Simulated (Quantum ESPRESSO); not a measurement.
**CaO and the effect of the strain (εzz = s)**

```xyz
2
Lattice="0.0000 2.4036 2.4036 2.4036 0.0000 2.4036 2.4036 2.4036 0.0000" Properties=species:S:1:pos:R:3 pbc="T T T"
Ca    0.0000    0.0000    0.0000
O     2.4036    2.4036    2.4036
```

The cell is a database's computed one, not the measured one.

Kept alike: task relaxation of the atoms; functional PBE; k mesh 10 × 10 × 10; occupations fermi-dirac, width 0.05 eV; no spin polarisation. Program: Quantum ESPRESSO, SSSP 1.3 efficiency PBE, cutoff 748 eV. The mesh is that of the run's cell of 2 atoms. No spin-orbit coupling.

| s | band gap (eV) | free energy over the lowest row (meV/atom) |
| --- | --- | --- |
| -0.01 | 3.612 | 2.88 |
| 0 | 3.653 | 0.49 |
| 0.01 | 3.638 | 0.00 |
| 0.02 | 3.625 | 1.15 |

The cell shown is the unstrained one; x, y and z are its Cartesian axes. A gap read on the mesh alone can miss an edge between its points.

The band gap runs from 3.612 (-0.01) to 3.653 eV (0). The free energy is lowest at 0.01, and 2.88 meV an atom higher at -0.01.
